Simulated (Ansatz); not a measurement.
ZnS:

```
Zn S
1.0
     0.00000    2.70200    2.70200
     2.70200    0.00000    2.70200
     2.70200    2.70200    0.00000
Zn S
1 1
Direct
  0.75000 0.75000 0.75000
  0.00000 0.00000 0.00000
```

Base run:

* Program: Ansatz 0.2.0
* Functional: HSE06 form with a typed share of exact exchange
* Potentials or basis: Ansatz PAW
* Cutoff: 420 eV
* Density cutoff: 1680 eV
* k mesh: 5 × 5 × 5
* Occupations: fermi-dirac, width 0.05 eV
* Spin: no spin polarisation

Its results: band gap on the k mesh 3.50 eV, direct.

**Question.** The run is repeated on the same cell with these changes: functional from HSE06 form with a typed share of exact exchange to HSEsol. What comes out?

**Answer.** Band gap on the k mesh 3.19 eV, direct.

Caveats: odd divisions of the mesh miss points on the zone boundary, where band edges often lie, so the gap on the mesh can be too wide (some runs).

Not every run made on this cell is shown here.
